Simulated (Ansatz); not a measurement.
Convergence of Sn with the occupation rule

Computed with DFT r2SCAN, scalar-relativistic, plane waves, PAW (Ansatz 0.2.0).

```
CELL_PARAMETERS angstrom
-1.59075 1.59075 2.91565
1.59075 -1.59075 2.91565
1.59075 1.59075 -2.91565
ATOMIC_POSITIONS crystal
Sn 0.00000 0.00000 0.00000
```

```json
{
  "plane-wave cutoff": "500 eV",
  "Γ-centred k-mesh": "18×18×18",
  "spin treatment": "unpolarised"
}
```

The atoms are held and the occupation rule is swept. Energies are extrapolated to zero smearing and count from the reference run, 18×18×18 Γ-centred mesh, Gaussian smearing 0.1 eV. The cell isn't necessarily relaxed at this level. Pressure is positive in compression.

| rule, width (eV) | ΔE (meV/atom) | ΔF, free energy (meV/atom) | P (GPa) |
| --- | --- | --- | --- |
| Gaussian 0.1 | ? | ? | ? |
| Gaussian 0.01 | ? | ? | ? |
| Gaussian 0.2 | 0.30 | -4.18 | -2.77 |
| Fermi–Dirac 0.01 | -0.02 | 1.21 | -2.81 |
| Fermi–Dirac 0.1 | 0.33 | -7.99 | -2.76 |
| Fermi–Dirac 0.3 | -1.13 | -83.5 | -2.43 |
| Fermi–Dirac 0.5 | -1.17 | -232 | -1.77 |
| Methfessel–Paxton 0.01 | -0.01 | 1.30 | -2.80 |
| Methfessel–Paxton 0.02 | -0.02 | 1.29 | -2.81 |
| Methfessel–Paxton 0.05 | ? | ? | ? |
| Methfessel–Paxton 0.1 | -0.03 | 1.32 | -2.81 |
| cold 0.02 | ? | ? | ? |
| tetrahedron | -0.54 | 0.78 | -2.73 |

(1) Fill in the withheld rows.

## Answers

(1) The withheld rows:

| rule, width (eV) | ΔE (meV/atom) | ΔF, free energy (meV/atom) | P (GPa) |
| --- | --- | --- | --- |
| Gaussian 0.1 | 0.00 | 0.00 | -2.79 |
| Gaussian 0.01 | -0.01 | 1.29 | -2.81 |
| Methfessel–Paxton 0.05 | -0.03 | 1.30 | -2.82 |
| cold 0.02 | -0.01 | 1.29 | -2.81 |

This form isn't the element's structure at ambient conditions.